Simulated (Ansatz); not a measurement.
## Optical constants of ZrN

Level of theory: DFT PBE, scalar-relativistic, plane waves, PAW in Ansatz. Settings: 420 eV plane-wave cutoff, Γ-centred 16×16×16 mesh, Fermi-Dirac smearing of 0.15 eV. No spin polarisation.

Relaxed structure:
```
Zr N
1.0
     0.00000    2.29785    2.29785
     2.29785    0.00000    2.29785
     2.29785    2.29785    0.00000
Zr N
1 1
Direct
  0.00000 0.00000 0.00000
  0.50000 0.50000 0.50000
```

In a metal these results depend on the k mesh and the smearing. Spin polarisation was left out, and a magnetic state may lie lower.

Independent-particle response (no local fields, no excitons) on a 26×26×26 mesh, broadened by 0.1 eV; the Drude term is undamped and its weight carries the smearing above, which sets much of it in a semimetal. The run couldn't bound its error over part or most of this range, so small peaks and near ties are unsure. Light polarised along x. ε₁ lacks the small share of bands above those solved.

Q: Tabulate ε₁ and ε₂ against photon energy.

A:
```
E (eV)        ε₁     ε₂
   0.1  -7441.68  57.87
   0.6   -204.49   1.71
   1.1    -55.91   0.49
   1.6    -22.44   0.36
   2.1     -9.68   0.51
   2.6     -3.25   0.74
   3.1      0.55   1.18
   3.6      3.03   1.67
   4.1      5.38   2.30
   4.6      6.97   4.82
   5.1      6.37   6.94
   5.6      5.37   8.07
   6.1      3.91   8.84
   6.6      2.91   8.33
   7.1      2.48   8.25
   7.6      1.69   9.53
   8.1      0.78   8.22
   8.6     -0.14   8.49
   9.1     -1.67   8.34
   9.6     -3.64   8.55
  10.1     -4.47   4.43
  10.6     -2.92   4.17
  11.1     -4.33   3.16
  11.6     -2.86   1.43
```

Q: Where is the highest local maximum of ε₂ between 0.3 and 12 eV?

A: At 7.7 eV, where ε₂ = 9.5.

Cost: 1 run of about 1.2 core-minutes, on Intel Xeon Processor @ 2.70GHz (shared hosts).